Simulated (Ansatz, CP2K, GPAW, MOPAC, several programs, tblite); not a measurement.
Many methods on one cell: PbS (h-MgO type)

PbS in the h-MgO-type structure, relaxed with r2SCAN in Ansatz, was computed with several methods. Space group P6_3/mmc (No. 194), hexagonal; conventional cell a = 4.997 Å, c = 5.997 Å, 32.42 Å³ an atom. Pb has 5 S at 2.89–3.00 Å; S has 5 Pb at 2.89–3.00 Å. Simulation only: spin-unpolarised, and no claim that this is the phase found in nature.

```
Pb S
1.0
     4.99709    0.00000    0.00000
    -2.49854    4.32761    0.00000
     0.00000    0.00000    5.99707
Pb S
2 2
Direct
  0.33333 0.66667 0.25000
  0.66667 0.33333 0.75000
  0.66667 0.33333 0.25000
  0.33333 0.66667 0.75000
```

Gaps and times are for a single point on this cell; volume and bulk modulus come from each method's own relaxation or energy curve at fixed shape, which is too stiff where a cell has free coordinates or axes. Times are rough, from shared hosts (Arm Neoverse V1), and each method has its own mesh and cell size. A double dagger marks a value from a curve with shape and coordinates held. A star marks a curve whose lowest point is an end point. PM6 (MOPAC), PM7 (MOPAC), GFN1-xTB (tblite), GFN2-xTB (tblite) treat a cluster of cells at its zone centre, which samples few k points: where these miss a band edge, the gap comes out too large for that reason alone. Gaps from k meshes are read at a limited set of points (mesh, symmetry points, PBE's band edges), so each method's own least gap may be somewhat smaller. xTB and the PM methods were fitted mostly to molecules, and can miss a solid's gap by electronvolts. Minimal bases can be far off for gaps. Curves at held shape can't give the bulk modulus of a layered or molecular crystal, so none is listed. GLLB-SC's gap includes the derivative discontinuity. d marks a direct gap, i an indirect one (no mark: not told apart), a dash a value that wasn't computed or didn't pass its checks.

| method | kind | gap (eV) | own volume (Å³/atom) | bulk modulus (GPa) | atoms computed | processor time |
| --- | --- | --- | --- | --- | --- | --- |
| GFN1-xTB (tblite) | tight binding | 2.30 | 28.77*‡ | – | 32 | 1 s |
| light PBE (260 eV and a coarse mesh) | light plane-wave | 1.42 d | – | – | 4 | 1.3 s |
| GFN2-xTB (tblite) | tight binding | 3.01 | – | – | 32 | 2.1 s |
| PM7 (MOPAC) | semi-empirical | 7.26 | – | – | 32 | 3 s |
| PM6 (MOPAC) | semi-empirical | 5.21 | – | – | 32 | 3.1 s |
| PBE | semilocal | 1.42 d | 33.02 | – | 4 | 5.5 s |
| PBE/SZV (CP2K) | small basis | 0.64 d | 30.39‡ | – | 4 | 6.7 s |
| r2SCAN | semilocal | 1.72 d | 32.42 | – | 4 | 12 s |
| PBE/DZVP (CP2K) | small basis | 1.36 d | 33.06‡ | – | 4 | 13 s |
| PBE/single zeta (GPAW) | small basis | 1.39 d | – | – | 4 | 14 s |
| GLLB-SC (GPAW) | model potential | 2.58 | – | – | 4 | 110 s |

Against r2SCAN (1.72 eV) and with closed or daggered gaps left aside, the nearest gap at the points sampled is that of light PBE (260 eV and a coarse mesh) (-0.30 eV) and the farthest that of PM7 (MOPAC) (+5.54 eV). r2SCAN is only a yardstick of convenience: semilocal gaps usually lie below measured ones, which GLLB-SC and hybrids aim to mend.

Volumes against r2SCAN's: PBE +1.8 %.

Spin-orbit coupling is left out; in compounds of Pb, Bi, Tl or Hg it can lower a gap by up to about 1 eV, split its edges or invert the bands.
